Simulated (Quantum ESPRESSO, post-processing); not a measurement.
# 2H-WS2, 1 layer, stepped through biaxial strain, part 6 of 6

What law, if any, do the results for 2H-WS2, 1 layer follow against biaxial strain?

Quantum ESPRESSO 7.5; plane-wave DFT, PBE, GBRV ultrasoft pseudopotentials.

So far. Step 7 (Relaxing the ions, -3 %): The relaxation lowers the energy by 8 meV an atom. Step 9 (Relaxation with pw.x, 3 %): The relaxation lowers the energy by 7 meV an atom.

## 10. Ground state, 3 %

m7.scf.in

```
&control
  prefix = 'm7.scf'
  outdir = './out'
  pseudo_dir = './pseudo'
  calculation = 'scf'
  tprnfor = .true.
/
&system
  ibrav = 0
  nat = 3
  ntyp = 2
  ecutwfc = 40
  ecutrho = 200
  occupations = 'smearing'
  smearing = 'fd'
  degauss = 0.002
  nbnd = 17
/
&electrons
  conv_thr = 1e-09
  mixing_beta = 0.4
  electron_maxstep = 120
  mixing_mode = 'plain'
/
ATOMIC_SPECIES
  S   32.0600  s_pbe_v1.4.uspp.F.UPF
  W   183.8400  w_pbe_v1.2.uspp.F.UPF
CELL_PARAMETERS angstrom
  3.28174255357000 0.00000000000000 0.00000000000000
  -1.64087127627000 2.84207242036000 0.00000000000000
  0.00000000000000 0.00000000000000 18.47562023200000
ATOMIC_POSITIONS crystal
  S   0.333333333300 0.666666666700 0.416620637800
  W   0.000000000000 0.000000000000 0.500000000000
  S   0.333333333300 0.666666666700 0.583379362200
K_POINTS automatic
  12 12 1 0 0 0
```

On the command line:

```
> OMP_NUM_THREADS=1 mpirun -n 4 pw.x -nk 4 -in m7.scf.in > m7.scf.out
```

The log of the run:

```text
[banner, memory and clock lines left out]
Program PWSCF v.7.5 starts
[...]
Message from routine setup:
[...]
number of electrons       =        26.00
     number of Kohn-Sham states=           17
     kinetic-energy cutoff     =      40.0000  Ry
     charge density cutoff     =     200.0000  Ry
[...]
number of k points=    19  Fermi-Dirac smearing, width (Ry)=  0.0020
[...]
Dense  grid:    55357 G-vectors     FFT dimensions: (  27,  27, 160)
[...]
negative rho (up, down):  6.756E-02 0.000E+00
     Starting wfcs are   21 randomized atomic wfcs
[...]
negative rho (up, down):  6.829E-02 0.000E+00
[...]
estimated scf accuracy    <       0.11623479 Ry
[...]
negative rho (up, down):  6.910E-02 0.000E+00
[...]
estimated scf accuracy    <       0.05350583 Ry
[...]
negative rho (up, down):  6.985E-02 0.000E+00
[...]
estimated scf accuracy    <       0.01094647 Ry
[...]
negative rho (up, down):  7.055E-02 0.000E+00
[...]
estimated scf accuracy    <       0.00103901 Ry
[...]
negative rho (up, down):  7.062E-02 0.000E+00
[...]
estimated scf accuracy    <       0.00012570 Ry
[...]
negative rho (up, down):  7.059E-02 0.000E+00
[...]
estimated scf accuracy    <       0.00000887 Ry
[...]
negative rho (up, down):  7.053E-02 0.000E+00
[...]
estimated scf accuracy    <       0.00000075 Ry
[...]
negative rho (up, down):  7.049E-02 0.000E+00
[...]
estimated scf accuracy    <       0.00000069 Ry
[...]
negative rho (up, down):  7.049E-02 0.000E+00
[...]
estimated scf accuracy    <       0.00000007 Ry
[...]
negative rho (up, down):  7.049E-02 0.000E+00
[...]
estimated scf accuracy    <       0.00000001 Ry
[...]
negative rho (up, down):  7.049E-02 0.000E+00
[...]
estimated scf accuracy    <          4.1E-09 Ry
[...]
negative rho (up, down):  7.049E-02 0.000E+00
[...]
the Fermi energy is     0.2930 ev
!    total energy              =    -207.50917274 Ry
     estimated scf accuracy    <          1.5E-10 Ry
     smearing contrib. (-TS)   =      -0.00000000 Ry
     internal energy E=F+TS    =    -207.50917274 Ry
[...]
one-electron contribution =    -938.29110890 Ry
     hartree contribution      =     468.81379031 Ry
     xc contribution           =     -58.07762464 Ry
     ewald contribution        =     320.04577050 Ry
     convergence has been achieved in  12 iterations
     negative rho (up, down):  7.049E-02 0.000E+00
[...]
Total force =     0.000443     Total SCF correction =     0.000035
[...]
```

It took 45 s on 4 MPI ranks of Intel Xeon at 2.50GHz (Skylake/Cascade Lake), shared host; peak memory 0.64 GiB; 2.3 min of CPU time.

Read from the output:

* free energy: -2823.3061 eV
* Fermi energy: 0.293 eV
* valence top, on the run's zero: -0.2989 eV
* conduction bottom, on the run's zero: 0.8410 eV
* gap by band count: 1.140 eV

## 11. Relaxation with pw.x, 4 %

m8.relax.in

```
&control
  prefix = 'm8.relax'
  outdir = './out'
  pseudo_dir = './pseudo'
  nstep = 40
  forc_conv_thr = 0.0003
  calculation = 'relax'
  tstress = .true.
/
&system
  ibrav = 0
  nat = 3
  ntyp = 2
  ecutwfc = 50
  ecutrho = 250
  occupations = 'smearing'
  smearing = 'fd'
  degauss = 0.002
/
&electrons
  conv_thr = 1e-09
  mixing_beta = 0.4
  electron_maxstep = 120
  mixing_mode = 'plain'
/
&ions
/
ATOMIC_SPECIES
  S   32.0600  s_pbe_v1.4.uspp.F.UPF
  W   183.8400  w_pbe_v1.2.uspp.F.UPF
CELL_PARAMETERS angstrom
  3.31360413176000 0.00000000000000 0.00000000000000
  -1.65680206536000 2.86966535648000 0.00000000000000
  0.00000000000000 0.00000000000000 18.47562023200000
ATOMIC_POSITIONS crystal
  S   0.333333333300 0.666666666700 0.414857061600
  W   0.000000000000 0.000000000000 0.500000000000
  S   0.333333333300 0.666666666700 0.585142938400
K_POINTS automatic
  12 12 1 0 0 0
```

On the command line:

```
> OMP_NUM_THREADS=1 mpirun -n 4 pw.x -nk 4 -in m8.relax.in > m8.relax.out
```

The log of the run:

```text
[banner, memory and clock lines left out]
Program PWSCF v.7.5 starts
[...]
Message from routine setup:
[...]
number of electrons       =        26.00
     number of Kohn-Sham states=           17
     kinetic-energy cutoff     =      50.0000  Ry
     charge density cutoff     =     250.0000  Ry
[...]
number of k points=    19  Fermi-Dirac smearing, width (Ry)=  0.0020
[...]
Dense  grid:    79159 G-vectors     FFT dimensions: (  32,  32, 180)
[...]
negative rho (up, down):  6.149E-02 0.000E+00
     Starting wfcs are   21 randomized atomic wfcs
[...]
negative rho (up, down):  6.255E-02 0.000E+00
[...]
estimated scf accuracy    <       0.12584046 Ry
[...]
negative rho (up, down):  6.338E-02 0.000E+00
[...]
estimated scf accuracy    <       0.08304804 Ry
[...]
negative rho (up, down):  6.441E-02 0.000E+00
[...]
estimated scf accuracy    <       0.00999939 Ry
[...]
negative rho (up, down):  6.518E-02 0.000E+00
[...]
estimated scf accuracy    <       0.00103235 Ry
[...]
negative rho (up, down):  6.528E-02 0.000E+00
[...]
estimated scf accuracy    <       0.00011788 Ry
[...]
negative rho (up, down):  6.523E-02 0.000E+00
[...]
estimated scf accuracy    <       0.00001589 Ry
[...]
negative rho (up, down):  6.515E-02 0.000E+00
[...]
estimated scf accuracy    <       0.00000049 Ry
[...]
negative rho (up, down):  6.511E-02 0.000E+00
[...]
estimated scf accuracy    <       0.00000031 Ry
[...]
negative rho (up, down):  6.511E-02 0.000E+00
[...]
estimated scf accuracy    <       0.00000001 Ry
[...]
negative rho (up, down):  6.512E-02 0.000E+00
[...]
estimated scf accuracy    <          2.4E-09 Ry
[...]
negative rho (up, down):  6.512E-02 0.000E+00
[...]
the Fermi energy is     0.1748 ev
!    total energy              =    -207.50756801 Ry
     estimated scf accuracy    <          2.0E-10 Ry
     smearing contrib. (-TS)   =      -0.00000000 Ry
     internal energy E=F+TS    =    -207.50756801 Ry
[...]
one-electron contribution =    -914.29030831 Ry
     hartree contribution      =     456.72169057 Ry
     xc contribution           =     -57.97949098 Ry
     ewald contribution        =     308.04054071 Ry
     convergence has been achieved in  11 iterations
     negative rho (up, down):  6.512E-02 0.000E+00
[...]
Total force =     0.041901     Total SCF correction =     0.000028
[...]
negative rho (up, down):  6.512E-02 0.000E+00
[...]
negative rho (up, down):  6.510E-02 0.000E+00
[...]
negative rho (up, down):  6.511E-02 0.000E+00
[...]
estimated scf accuracy    <       0.00009035 Ry
[...]
negative rho (up, down):  6.510E-02 0.000E+00
[...]
estimated scf accuracy    <       0.00008383 Ry
[...]
negative rho (up, down):  6.510E-02 0.000E+00
[...]
estimated scf accuracy    <       0.00000567 Ry
[...]
negative rho (up, down):  6.510E-02 0.000E+00
[...]
estimated scf accuracy    <       0.00000104 Ry
[...]
negative rho (up, down):  6.510E-02 0.000E+00
[...]
estimated scf accuracy    <       0.00000006 Ry
[...]
negative rho (up, down):  6.510E-02 0.000E+00
[...]
estimated scf accuracy    <       0.00000002 Ry
[...]
negative rho (up, down):  6.510E-02 0.000E+00
[...]
estimated scf accuracy    <          5.3E-09 Ry
[...]
negative rho (up, down):  6.510E-02 0.000E+00
[...]
the Fermi energy is     0.1305 ev
!    total energy              =    -207.50901395 Ry
     estimated scf accuracy    <          3.3E-10 Ry
     smearing contrib. (-TS)   =      -0.00000000 Ry
     internal energy E=F+TS    =    -207.50901395 Ry
[...]
one-electron contribution =    -918.02576453 Ry
     hartree contribution      =     458.57982543 Ry
     xc contribution           =     -58.00348856 Ry
     ewald contribution        =     309.94041371 Ry
     convergence has been achieved in   8 iterations
     negative rho (up, down):  6.510E-02 0.000E+00
[...]
Total force =     0.027014     Total SCF correction =     0.000056
[...]
negative rho (up, down):  6.510E-02 0.000E+00
[...]
negative rho (up, down):  6.509E-02 0.000E+00
[...]
negative rho (up, down):  6.510E-02 0.000E+00
[...]
estimated scf accuracy    <       0.00010730 Ry
[...]
negative rho (up, down):  6.509E-02 0.000E+00
[...]
estimated scf accuracy    <       0.00009202 Ry
[...]
negative rho (up, down):  6.509E-02 0.000E+00
[...]
estimated scf accuracy    <       0.00000688 Ry
[...]
negative rho (up, down):  6.509E-02 0.000E+00
[...]
estimated scf accuracy    <       0.00000099 Ry
[...]
negative rho (up, down):  6.509E-02 0.000E+00
[...]
estimated scf accuracy    <       0.00000008 Ry
[...]
negative rho (up, down):  6.509E-02 0.000E+00
[...]
estimated scf accuracy    <          8.2E-09 Ry
[...]
negative rho (up, down):  6.509E-02 0.000E+00
[...]
estimated scf accuracy    <          6.4E-09 Ry
[...]
negative rho (up, down):  6.509E-02 0.000E+00
[...]
estimated scf accuracy    <          2.2E-10 Ry
[...]
negative rho (up, down):  6.509E-02 0.000E+00
[...]
the Fermi energy is     0.1366 ev
!    total energy              =    -207.50986615 Ry
     estimated scf accuracy    <          1.6E-11 Ry
     smearing contrib. (-TS)   =      -0.00000000 Ry
     internal energy E=F+TS    =    -207.50986615 Ry
[...]
one-electron contribution =    -922.13322787 Ry
     hartree contribution      =     460.62198895 Ry
     xc contribution           =     -58.03027661 Ry
     ewald contribution        =     312.03164939 Ry
     convergence has been achieved in   9 iterations
     negative rho (up, down):  6.509E-02 0.000E+00
[...]
Total force =     0.009844     Total SCF correction =     0.000011
[...]
negative rho (up, down):  6.509E-02 0.000E+00
[...]
negative rho (up, down):  6.508E-02 0.000E+00
[...]
negative rho (up, down):  6.509E-02 0.000E+00
[...]
estimated scf accuracy    <       0.00003410 Ry
[...]
negative rho (up, down):  6.508E-02 0.000E+00
[...]
estimated scf accuracy    <       0.00002599 Ry
[...]
negative rho (up, down):  6.508E-02 0.000E+00
[...]
estimated scf accuracy    <       0.00000234 Ry
[...]
negative rho (up, down):  6.508E-02 0.000E+00
[...]
estimated scf accuracy    <       0.00000027 Ry
[...]
negative rho (up, down):  6.508E-02 0.000E+00
[...]
estimated scf accuracy    <       0.00000002 Ry
[...]
negative rho (up, down):  6.508E-02 0.000E+00
[...]
estimated scf accuracy    <          1.2E-09 Ry
[...]
negative rho (up, down):  6.508E-02 0.000E+00
[...]
estimated scf accuracy    <          9.3E-10 Ry
[...]
negative rho (up, down):  6.508E-02 0.000E+00
[...]
the Fermi energy is     0.1294 ev
!    total energy              =    -207.50999216 Ry
     estimated scf accuracy    <          4.6E-11 Ry
     smearing contrib. (-TS)   =      -0.00000000 Ry
     internal energy E=F+TS    =    -207.50999216 Ry
[...]
one-electron contribution =    -924.48802427 Ry
     hartree contribution      =     461.79263972 Ry
     xc contribution           =     -58.04584360 Ry
     ewald contribution        =     313.23123598 Ry
     convergence has been achieved in   8 iterations
     negative rho (up, down):  6.508E-02 0.000E+00
[...]
Total force =     0.000344     Total SCF correction =     0.000017
[...]
negative rho (up, down):  6.508E-02 0.000E+00
[...]
negative rho (up, down):  6.508E-02 0.000E+00
[...]
negative rho (up, down):  6.508E-02 0.000E+00
[...]
estimated scf accuracy    <       0.00000005 Ry
[...]
negative rho (up, down):  6.508E-02 0.000E+00
[...]
estimated scf accuracy    <       0.00000004 Ry
[...]
negative rho (up, down):  6.508E-02 0.000E+00
[...]
estimated scf accuracy    <          2.5E-09 Ry
[...]
negative rho (up, down):  6.508E-02 0.000E+00
[...]
estimated scf accuracy    <          5.1E-10 Ry
[...]
negative rho (up, down):  6.508E-02 0.000E+00
[...]
estimated scf accuracy    <          5.5E-11 Ry
[...]
negative rho (up, down):  6.508E-02 0.000E+00
[...]
the Fermi energy is     0.1312 ev
!    total energy              =    -207.50999231 Ry
     estimated scf accuracy    <          5.0E-12 Ry
     smearing contrib. (-TS)   =      -0.00000000 Ry
     internal energy E=F+TS    =    -207.50999231 Ry
[...]
one-electron contribution =    -924.40853452 Ry
     hartree contribution      =     461.75309099 Ry
     xc contribution           =     -58.04531386 Ry
     ewald contribution        =     313.19076507 Ry
     convergence has been achieved in   6 iterations
     negative rho (up, down):  6.508E-02 0.000E+00
[...]
Total force =     0.000003     Total SCF correction =     0.000007
[...]
negative rho (up, down):  6.508E-02 0.000E+00
[...]
```

Elapsed: 4.9 min, on 4 MPI ranks; peak memory 0.9 GiB; 14 min of CPU time.

Relaxation path:

| step | energy less that of the first step (eV) | largest force (eV/Å) |
| --- | --- | --- |
| 1 | 0.0000 | 0.7618 |
| 2 | -0.0197 | 0.4911 |
| 3 | -0.0313 | 0.1790 |
| 4 | -0.0330 | 0.0062 |
| 5 | -0.0330 | 0.0000 |

The atoms that moved most (Å):

| atom | dx | dy | dz | length |
| --- | --- | --- | --- | --- |
| S1 | 0.000 | 0.000 | 0.042 | 0.042 |
| S3 | 0.000 | 0.000 | -0.042 | 0.042 |

The relaxed structure:

```xyz
3
Lattice="3.3136 0.0000 0.0000 -1.6568 2.8697 0.0000 0.0000 0.0000 18.4756" Properties=species:S:1:pos:R:3
S     0.0000    1.9131    7.7072
W     0.0000    0.0000    9.2378
S     0.0000    1.9131   10.7684
```

The relaxation lowers the energy by 11 meV an atom.

Numbers from this step:

```
free energy  : -2823.3173 eV
Fermi energy : 0.1312 eV
```

## 12. Self-consistent run, 4 %

m8.scf.in

```
&control
  prefix = 'm8.scf'
  outdir = './out'
  pseudo_dir = './pseudo'
  calculation = 'scf'
  tprnfor = .true.
/
&system
  ibrav = 0
  nat = 3
  ntyp = 2
  ecutwfc = 40
  ecutrho = 200
  occupations = 'smearing'
  smearing = 'fd'
  degauss = 0.002
  nbnd = 17
/
&electrons
  conv_thr = 1e-09
  mixing_beta = 0.4
  electron_maxstep = 120
  mixing_mode = 'plain'
/
ATOMIC_SPECIES
  S   32.0600  s_pbe_v1.4.uspp.F.UPF
  W   183.8400  w_pbe_v1.2.uspp.F.UPF
CELL_PARAMETERS angstrom
  3.31360413176000 0.00000000000000 0.00000000000000
  -1.65680206536000 2.86966535648000 0.00000000000000
  0.00000000000000 0.00000000000000 18.47562023200000
ATOMIC_POSITIONS crystal
  S   0.333333333300 0.666666666700 0.417156281000
  W   0.000000000000 0.000000000000 0.500000000000
  S   0.333333333300 0.666666666700 0.582843719000
K_POINTS automatic
  12 12 1 0 0 0
```

On the command line:

```
> OMP_NUM_THREADS=1 mpirun -n 4 pw.x -nk 4 -in m8.scf.in > m8.scf.out
```

The log of the run:

```text
[banner, memory and clock lines left out]
Program PWSCF v.7.5 starts
[...]
Message from routine setup:
[...]
number of electrons       =        26.00
     number of Kohn-Sham states=           17
     kinetic-energy cutoff     =      40.0000  Ry
     charge density cutoff     =     200.0000  Ry
[...]
number of k points=    19  Fermi-Dirac smearing, width (Ry)=  0.0020
[...]
Dense  grid:    56683 G-vectors     FFT dimensions: (  30,  30, 160)
[...]
negative rho (up, down):  6.594E-02 0.000E+00
     Starting wfcs are   21 randomized atomic wfcs
[...]
negative rho (up, down):  6.668E-02 0.000E+00
[...]
estimated scf accuracy    <       0.12287872 Ry
[...]
negative rho (up, down):  6.748E-02 0.000E+00
[...]
estimated scf accuracy    <       0.06515023 Ry
[...]
negative rho (up, down):  6.827E-02 0.000E+00
[...]
estimated scf accuracy    <       0.00966027 Ry
[...]
negative rho (up, down):  6.893E-02 0.000E+00
[...]
estimated scf accuracy    <       0.00102640 Ry
[...]
negative rho (up, down):  6.902E-02 0.000E+00
[...]
estimated scf accuracy    <       0.00011333 Ry
[...]
negative rho (up, down):  6.898E-02 0.000E+00
[...]
estimated scf accuracy    <       0.00001727 Ry
[...]
negative rho (up, down):  6.892E-02 0.000E+00
[...]
estimated scf accuracy    <       0.00000023 Ry
[...]
negative rho (up, down):  6.887E-02 0.000E+00
[...]
estimated scf accuracy    <       0.00000047 Ry
[...]
negative rho (up, down):  6.888E-02 0.000E+00
[...]
estimated scf accuracy    <       0.00000006 Ry
[...]
negative rho (up, down):  6.887E-02 0.000E+00
[...]
estimated scf accuracy    <          3.1E-09 Ry
[...]
negative rho (up, down):  6.888E-02 0.000E+00
[...]
the Fermi energy is     0.1306 ev
!    total energy              =    -207.50475986 Ry
     estimated scf accuracy    <          1.1E-10 Ry
     smearing contrib. (-TS)   =      -0.00000000 Ry
     internal energy E=F+TS    =    -207.50475986 Ry
[...]
one-electron contribution =    -924.39135661 Ry
     hartree contribution      =     461.74182737 Ry
     xc contribution           =     -58.04599565 Ry
     ewald contribution        =     313.19076503 Ry
     convergence has been achieved in  11 iterations
     negative rho (up, down):  6.888E-02 0.000E+00
[...]
Total force =     0.000209     Total SCF correction =     0.000023
[...]
```

Run time: 45 s. Hardware: 4 MPI ranks; peak memory 0.67 GiB; 2.2 min of CPU time.

This step gave:

```
free energy                          : -2823.2461 eV
Fermi energy                         : 0.1306 eV
valence top, on the run's zero       : -0.3297 eV
conduction bottom, on the run's zero : 0.6036 eV
gap by band count                    : 0.9333 eV
```

## 13. The series side by side

The series in one table, energies over the lowest:

| biaxial strain | energy (eV) | gap along the path (eV) | upper vacuum level over the valence top of the mesh (eV) | lower vacuum level over that top (eV) |
| --- | --- | --- | --- | --- |
| -4 % | 0.1742 | 1.766 | 5.545 | 5.545 |
| -3 % | 0.0969 | 1.834 | 5.58 | 5.58 |
| -2 % | 0.0430 | 1.898 | 5.619 | 5.619 |
| -1 % | 0.0112 | 1.959 | 5.663 | 5.663 |
| 0 % | 0.0000 | 1.818 | 5.709 | 5.709 |
| 1 % | 0.0083 | 1.608 | 5.68 | 5.68 |
| 2 % | 0.0348 | 1.366 | 5.608 | 5.608 |
| 3 % | 0.0787 | 1.14 | 5.544 | 5.544 |
| 4 % | 0.1387 | 0.9332 | 5.489 | 5.489 |

## 14. The arithmetic

A parabola through the energies within ±2 % has E = 97.36 eV × ε² -0.194 eV × ε; for the curvature, over A = 8.792 Å² this is 97.36 × 1/8.792 × 16.02 = 177 N/m.

## 15. Results

```yaml
c11_c12: 177 N/m
gap_along_the_path_at_minus_4_and_at_4: 1.77, 0.93 eV
upper_vacuum_level_over_the_valence_top_of_the_mesh_at_minus_4_and_at_4: 5.54, 5.49 eV
lower_vacuum_level_over_that_top_at_minus_4_and_at_4: 5.54, 5.49 eV
```

The series holds 9 members; C11 + C12: 177 N/m (PBE, GBRV ultrasoft). The energy is lowest near zero strain. From -4 % to 4 % the gap along the path goes from 1.77 to 0.93 eV by way of 1.96 at -1 %. From -4 % to 4 % the upper vacuum level over the valence top of the mesh goes from 5.54 to 5.49 eV by way of 5.71 at 0 %. From -4 % to 4 % the lower vacuum level over that top goes from 5.54 to 5.49 eV by way of 5.71 at 0 %. Semilocal gaps are too small; the 1×1 cell can't ripple over many cells under compression as a free sheet would. No spin-orbit coupling.

[Logs are printed without paths, hosts, clocks, repeated set-up lines and the standing remarks that a program may print on its own settings, such as how far it seeks lower states.]

[Hosts, paths, dates, database ids (printed as entryN), source tags and the programs' standing remarks are cut or masked in the printed files.]

[Maps of the electrostatic potential energy from Ansatz leave out the sawtooth potential of an applied field or a dipole correction, so their vacuum need not be flat; planar profiles and work functions include it.]
